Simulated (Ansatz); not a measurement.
# Zone-centre phonons of Os: input and output

All numbers below come from Ansatz 0.2.0, DFT PBEsol, scalar-relativistic, plane waves, PAW.

Launched with:
```bash
ansatz run input.yaml --threads 1 --pin off --max-ram 4096MiB --backend cpu --events-out ev --progress --plain --runs-dir out
```

Input (bare energies are in eV):
```yaml
crystal:
  lattice:
    - [2.7289174778, 0.0, 0.0]
    - [-1.3644587389, 2.3633118607, 0.0]
    - [0.0, 0.0, 4.3114564544]
  atoms:
    - { symbol: Os, position: [0.3333333333, 0.6666666667, 0.25] }
    - { symbol: Os, position: [0.6666666667, 0.3333333333, 0.75] }
basis:
  ecutwfc: 420
kpoints:
  mp_grid: { grid: [18, 18, 10] }
hamiltonian:
  xc: pbesol
scf:
  occupations: { method: fermi_dirac, width: 0.15 }
output:
  eigenvalues: true
phonons:
  method: dfpt
  eigenvectors: true
```

The end of the output:
```
--- Phonons (Γ-DFPT): 2 representative perturbations + reference, on 546 of 3240 k-points (Σ response iterations 6) ---
  k mesh reduced under 4 symmetry operations, with k and −k counted as one. Each operation leaves every solved displacement unchanged or reverses it
  ASR residual: 1.700e-3 → 0.000e0 eV/Å²; symmetrization residual: 6.786e-13 eV/Å²
  ASR residual per site (eV/Å²): 1.70e-3 1.70e-3
  Γ frequencies (cm⁻¹): 0.00 0.00 0.00 167.90 167.90 221.18
  non-analytic LO–TO correction: not included (Born effective charges unavailable; polar crystals: no LO–TO splitting at Γ)
```

The run took 70 s on 1 thread of Arm Neoverse V1, with other jobs on the host, peak memory 1.1 GiB.

In a metal, frequencies and elastic constants depend on the k mesh and the smearing, soft modes and shear constants most. Spin–orbit coupling is left out, which can shift energies with elements as heavy as these.